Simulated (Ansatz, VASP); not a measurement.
**One calculation of CdTe, two programs**

INCAR

```
PREC = Accurate ; ENCUT = 520
EDIFF = 1E-6 ; ISMEAR = -1
SIGMA = 0.05 ; LREAL = F
LASPH = T ; NELM = 150
ALGO = Normal ; ISIF = 2
LWAVE = F ; LCHARG = F
LNONCOLLINEAR = T ; MAGMOM = 0 0 0 0 0 0
LORBIT = 11 ; LSORBIT = T
GGA_COMPAT = F ; LORBMOM = T
GGA = PS ; NBANDS = 30
```

File KPOINTS:

```
Automatic mesh
0
Gamma
  5 5 5
```

Contents of POSCAR:

```
CdTe
1.0
    0.0000000000      3.2050000000      3.2050000000
    3.2050000000      0.0000000000      3.2050000000
    3.2050000000      3.2050000000      0.0000000000
Te Cd
1 1
Direct
    0.7500000000      0.7500000000      0.7500000000
    0.0000000000      0.0000000000      0.0000000000
```

input.yaml

```yaml
crystal:
  lattice:
    - [0.0, 3.205, 3.205]
    - [3.205, 0.0, 3.205]
    - [3.205, 3.205, 0.0]
  atoms:
    - { symbol: Te, position: [0.75, 0.75, 0.75] }
    - { symbol: Cd, position: [0.0, 0.0, 0.0] }
kpoints:
  mp_grid: { grid: [5, 5, 5] }
  band_path:
    path:
      - [0.0, 0.0, 0.0]
      - [0.5, 0.0, 0.5]
      - [0.5, 0.25, 0.75]
      - [0.375, 0.375, 0.75]
      - [0.0, 0.0, 0.0]
      - [0.5, 0.5, 0.5]
      - [0.625, 0.25, 0.625]
      - [0.5, 0.25, 0.75]
    npoints: 12
scf:
  occupations: { method: fermi_dirac, width: 0.05 }
hamiltonian:
  xc: pbesol
  pseudopotentials: { kind: all_electron, lapw: { basis_error: 0.001 } }
magnetization:
  noncollinear: true
  spin_orbit: true
output:
  forces: true
  stress: true
  eigenvalues: true
```

Alike in both runs: functional PBEsol; k mesh 5 × 5 × 5; occupations fermi-dirac, width 0.05 eV; non-collinear spin, spin-orbit coupling.

|  | VASP | Ansatz |
| --- | --- | --- |
| version | VASP 6.6.1 | Ansatz 0.2.0 |
| potentials or method | VASP PAW PBE potentials, release 64 (Te, Cd) | all-electron LAPW, relativistic spinors |
| plane-wave cutoff (eV) | 520 | see its input |
| task | single point | band structure |

```csv
,VASP,Ansatz,Ansatz less VASP
gap on the k mesh at the Fermi level (eV),0.48,0.48,-0.005
least direct gap on the mesh (eV),0.48,0.48,-0.005
pressure (GPa),2.0,1.8,-0.20
net moment per atom (μB),0.00,0.00,0.000
```

Ansatz ran all-electron here, so the differences hold the error of VASP's frozen core and of both bases.

Caveats: the PAW data sets were made with another functional, which shifts forces and pressure a little (VASP).
